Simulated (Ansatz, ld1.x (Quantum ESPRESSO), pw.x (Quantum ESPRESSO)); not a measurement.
Be: one change to the RRKJ potential, in the atom and in the diamond crystal

Be, norm-conserving RRKJ (Kleinman–Bylander form), made with ld1.x (Quantum ESPRESSO) 7.5 (PBE, scalar-relativistic). Core [He], reference 2s1 2p1. Waves: 2s (bound): rc 2.25 bohr; 2p (bound): rc 4.20 bohr; 3d channel at -0.2 Ry: rc 3.50 bohr. Local part: all-electron potential smoothed inside 3.60 bohr (lloc = -1). Core correction: none. rho0 = 0.005.

Change: all radii scaled by about 1.07 (s 2.40, p 4.48, d 3.74 bohr); local potential all-electron potential smoothed inside 3.84 bohr (lloc = -1).

Cutoffs, loose and tight: the cutoffs (Ry, on a coarse ladder) from which the occupation-weighted sum of valence levels, in a spherical-Bessel basis at the reference potential, stays within 10 and 1 mRy of its value at 400 Ry. They do not see the model core or the augmentation charge, which bear on the density cutoff. Test errors are all-electron minus pseudo excitation energies from the reference, over the configurations 2s2 2p0; 2s1 2p0; 2s1.5 2p0; 2s0 2p2; 2s0 2p1; variants that change the core or the reference have their own tests.

Crystal test: diamond Be in pw.x 7.5, no spin, 9³ k-points, Fermi–Dirac smearing 0.01 Ry, cutoffs set for each file from its atomic test. The reference is all-electron LAPW (Ansatz 0.2.0) with the same functional, mesh and smearing; V0 and B0 come from Birch–Murnaghan fits to the pressures at five volumes. Errors are pseudo minus all-electron; Δ is the rms difference of the E(V) curves that follow from these fits, minima aligned, over ±6 % about the mean V0. Mesh and smearing are coarse, so the numbers serve the comparison and aren't converged zero-temperature values; the lattice is a test structure that the element need not adopt.

All-electron: a0 = 4.900 Å (V0 = 14.71 Å³/atom), B0 = 43.6 GPa.

Does the change bring the crystal closer to the all-electron result?

The mean pressure error goes from -3.60 to -9.41 GPa, so the change moves the solid further from the all-electron pressures. Neither pressure curve crosses zero within the volumes sampled, so no fits are given.

```json
{"quantity": "outcome (atom)", "base": "generated", "changed": "generated"}
{"quantity": "cutoff, loose (atom)", "base": "8 Ry", "changed": "8 Ry"}
{"quantity": "cutoff, tight (atom)", "base": "15 Ry", "changed": "12 Ry"}
{"quantity": "bound ghosts (atom)", "base": "none", "changed": "s"}
{"quantity": "largest test error (meV) (atom)", "base": "+96", "changed": "+108"}
{"quantity": "cutoffs in pw.x (Ry)", "base": "35/140", "changed": "35/140"}
{"quantity": "mean pressure error (GPa)", "base": "-3.60", "changed": "-9.41"}
```

Base: The largest radius (4.20 bohr) exceeds half the bond length (2.01 bohr), so the spheres overlap, which is one possible source of error among others. This is a poor potential for the solid. Changed file: The largest radius (4.48 bohr) exceeds half the bond length (2.01 bohr), so the spheres overlap, which is one possible source of error among others. This is a poor potential for the solid. The pseudo pressure rises with volume over part of the range, a mechanical instability. Note: ghost state, extra bound levels that the all-electron valence spectrum of the same l lacks: s at -78.7 eV. A true bound ghost makes a file unfit for plane-wave use. The atomic cutoffs weigh occupied waves only.
